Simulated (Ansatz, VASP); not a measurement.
**Two plane-wave programs on BAs**

```xyz
2
Lattice="0.0000 2.3839 2.3839 2.3839 0.0000 2.3839 2.3839 2.3839 0.0000" Properties=species:S:1:pos:R:3 pbc="T T T"
B     0.0000    0.0000    0.0000
As    1.1920    1.1920    1.1920
```

Alike in both runs: functional PBEsol; k mesh 12 × 12 × 12; no spin polarisation.

Ansatz relaxed the structure, and its values are those at the end. VASP's run is a single point on that final structure, the one shown.

|  | VASP | Ansatz |
| --- | --- | --- |
| version | VASP 6.6.1 | Ansatz 0.2.0 |
| potentials or method | VASP PAW PBE potentials, release 64 (B, As) | scalar-relativistic, plane waves, PAW |
| plane-wave cutoff (eV) | 520 | 420 |
| occupations | gaussian, width 0.01 eV | fixed |
| valence electrons in the cell | 8 | 18 |

|  | VASP | Ansatz | Ansatz less VASP |
| --- | --- | --- | --- |
| gap on the k mesh at the Fermi level (eV) | 1.08 | 1.09 | +0.009 |
| least direct gap on the mesh (eV) | 3.25 | 3.25 | +0.004 |
| pressure (GPa) | 0.9 | 0.0 | -0.88 |

The two sets of potentials don't hold the same shells in valence.

Caveats: the PAW data sets were made with another functional, which shifts forces and pressure a little (VASP). A k mesh can miss the band edges.
